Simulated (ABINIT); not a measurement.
**ZnS: band structure with LDA-Teter**

**Experimental background.**

“Electronic, vibrational, and thermodynamic properties of ZnS (zincblende and rocksalt structure)”, 2009, arxiv:0911.5022 quotes, for a bulk crystal of ZnS at 19 K: band gap 3.85 eV (direct).

ZnS:

```
CELL_PARAMETERS angstrom
0.00000 2.70200 2.70200
2.70200 0.00000 2.70200
2.70200 2.70200 0.00000
ATOMIC_POSITIONS crystal
Zn 0.75000 0.75000 0.75000
S 0.00000 0.00000 0.00000
```

```yaml
Program: ABINIT 10.8.3 (patched build)
Task: band structure
Functional: LDA-Teter
Potentials_or_basis: JTH PAW LDA v2.0
Cutoff: 544 eV
k_mesh: 9 × 9 × 9
Occupations: fermi-dirac, width 0.05 eV
Spin: no spin polarisation
Fine-grid_cutoff: 1088.46 eV
```

```
Band gap on the k mesh                                : 1.84 eV, direct
Valence electrons inside the program's atomic spheres : Zn 10.81; S 3.59
```

Levels at the corners of the path, in eV from the valence-band top:
```csv
point,band 7,band 8,band 9,band 10,band 11,band 12
Γ,0.00,0.00,0.00,1.84,6.22,6.22
X,-4.67,-2.25,-2.25,3.18,3.88,10.69
W,-4.68,-2.80,-2.77,5.52,5.89,7.65
K,-4.71,-3.18,-1.83,3.92,5.80,9.14
Γ,0.00,0.00,0.00,1.84,6.22,6.22
L,-5.38,-0.88,-0.88,3.08,6.76,6.76
U,-4.71,-3.18,-1.83,3.92,5.80,9.14
W,-4.68,-2.80,-2.77,5.52,5.89,7.65
L,-5.38,-0.88,-0.88,3.08,6.76,6.76
K,-4.71,-3.18,-1.83,3.92,5.80,9.14
```

Wall time 65 s on 1 thread of Intel(R) Xeon(R) 6975P-C (Granite Rapids), on a shared host, peak memory 0.13 GiB.

Against the measured gap of ZnS, 3.85 eV (direct; 19 K; quoted in “Electronic, vibrational, and thermodynamic properties of ZnS (zincblende and rocksalt structure)”, 2009, arxiv:0911.5022), the calculated 1.84 eV is off by -2.01 eV. So large a miss can be the level of theory's own, or it may mean another phase, state or a wrong row. The value is that of LDA-Teter, without temperature or zero-point motion. Semilocal functionals fall short of measured gaps as a rule.
